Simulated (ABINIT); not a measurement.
CuO in ABINIT: convergence with pawecutdg

The system is CuO.

```
CELL_PARAMETERS angstrom
1.99097 -2.15355 0.00000
1.99097 2.15355 0.00000
0.00000 0.00000 5.15593
ATOMIC_POSITIONS crystal
Cu 0.50000 0.00000 0.00000
Cu 0.00000 0.50000 0.50000
O 0.50000 0.50000 0.25000
O 0.50000 0.50000 0.75000
```

Measurements of this composition are mostly on another form, of space group No. 15.

```yaml
Program: ABINIT 10.8.3 (patched build)
Task: single point
Functional: PBE
Potentials_or_basis: JTH PAW PBE v2.0
Cutoff: 707 eV
k_mesh: 9 × 9 × 5
Occupations: gaussian, width 0.1 eV
Spin: no spin polarisation
```

These are the settings of the first run; the series varies pawecutdg, with any setting tied to it.

Hardware: 4 MPI ranks on Arm Neoverse V2, with other jobs on the host.

| pawecutdg | energy less the tightest run, at zero smearing (meV/atom) | pressure (GPa) | SCF cycles | CPU time (s) |
| --- | --- | --- | --- | --- |
| 26.8 | -0.32 | 1.22 | 16 | 160 |
| 31.2 | 0.07 | 1.27 | 17 | 170 |
| 39 | -0.16 | 1.26 | 17 | 170 |
| 46.8 | 0.08 | 1.21 | 17 | 170 |
| 57.2 | 0.04 | 1.22 | 17 | 170 |
| 70.2 | -0.02 | 1.25 | 17 | 170 |
| 85.8 | 0.00 | 1.24 | 18 | 180 |

Against the tightest run, the energy stays within 1 meV/atom from 26.8 on; the pressure stays within 0.1 GPa from 26.8 on. The tightest run that finished is the yardstick and may itself not be fully converged.

Caveat, for the tightest run too: the run has no spin polarisation, though such a crystal can be magnetic.
